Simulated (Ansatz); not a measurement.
**Band structure of RbBr**

```
Rb Br
1.0
     0.00000    3.42750    3.42750
     3.42750    0.00000    3.42750
     3.42750    3.42750    0.00000
Rb Br
1 1
Direct
  0.00000 0.00000 0.00000
  0.50000 0.50000 0.50000
```

Atom numbers follow the list: Rb1, Br2.

The cell is COD entry 1010048, as deposited and not checked against the literature; nothing was relaxed. It is an old determination, and later ones may differ.

Method: DFT, PBE, all-electron LAPW, scalar-relativistic (Ansatz 0.2.0).

Sampling and basis: a Γ-centred 7×7×7 k mesh, Fermi–Dirac smearing of 0.03 eV, basis error target 1 meV/atom, no spin polarisation.

Points in fractions of the reciprocal vectors of this cell: Γ (0, 0, 0), X (0.5, 0, 0.5), U (0.625, 0.25, 0.625), K (0.375, 0.375, 0.75), L (0.5, 0.5, 0.5), W (0.5, 0.25, 0.75). The path joins them by straight lines in the order Γ–X–U–K–Γ–L–W–X; legs that retrace an earlier one aren't tabulated. Energies are in eV from the top of the valence band.

(1) Metal or insulator at this level of theory?

(2) Tabulate bands 21 to 27, counted from the lowest band of the run, along the path.

Results:

(1) An insulator or semiconductor: gap 4.36 eV, direct at Γ.

(2) 
```csv
k (1/Å),point,band 21,band 22,band 23,band 24,band 25,band 26,band 27
0.00,Γ,-8.49,0.00,0.00,0.00,4.36,7.28,7.28
0.23,,-8.47,-0.28,-0.03,-0.03,4.82,6.90,7.68
0.46,,-8.49,-0.60,-0.10,-0.10,5.72,6.25,8.62
0.69,,-8.55,-0.57,-0.14,-0.14,5.78,6.64,9.01
0.92,X,-8.56,-0.47,-0.16,-0.16,5.61,7.13,9.20
1.00,,-8.56,-0.47,-0.19,-0.17,5.67,7.20,9.09
1.08,,-8.55,-0.46,-0.26,-0.19,5.82,7.40,8.82
1.16,,-8.54,-0.44,-0.37,-0.22,6.05,7.72,8.49
1.24,U,-8.52,-0.49,-0.41,-0.26,6.35,8.13,8.16
1.38,,-8.49,-0.55,-0.38,-0.29,6.63,7.71,8.36
1.52,,-8.47,-0.58,-0.35,-0.33,7.06,7.18,8.43
1.66,,-8.49,-0.55,-0.38,-0.29,6.63,7.71,8.36
1.80,K,-8.52,-0.49,-0.41,-0.26,6.35,8.13,8.16
2.04,,-8.47,-0.76,-0.34,-0.29,6.95,7.35,8.51
2.29,,-8.46,-0.67,-0.27,-0.15,6.03,6.98,8.06
2.53,,-8.48,-0.27,-0.10,-0.04,4.90,7.09,7.48
2.77,Γ,-8.49,0.00,0.00,0.00,4.36,7.28,7.28
2.97,,-8.48,-0.18,-0.06,-0.06,4.74,7.19,7.47
3.17,,-8.47,-0.56,-0.18,-0.18,5.63,7.15,8.00
3.37,,-8.45,-0.87,-0.31,-0.31,6.49,7.44,8.82
3.57,L,-8.44,-0.99,-0.35,-0.35,6.81,7.72,9.49
3.73,,-8.46,-0.92,-0.35,-0.35,6.87,7.64,9.30
3.89,,-8.47,-0.76,-0.35,-0.33,6.97,7.42,8.87
4.05,,-8.47,-0.58,-0.35,-0.33,7.06,7.18,8.43
4.22,W,-8.47,-0.49,-0.35,-0.35,7.08,7.08,8.27
4.33,,-8.48,-0.44,-0.40,-0.28,6.49,7.76,8.00
4.45,,-8.52,-0.44,-0.33,-0.22,6.02,7.60,8.43
4.56,,-8.55,-0.46,-0.21,-0.18,5.72,7.26,8.97
4.67,X,-8.56,-0.47,-0.16,-0.16,5.61,7.13,9.20
```
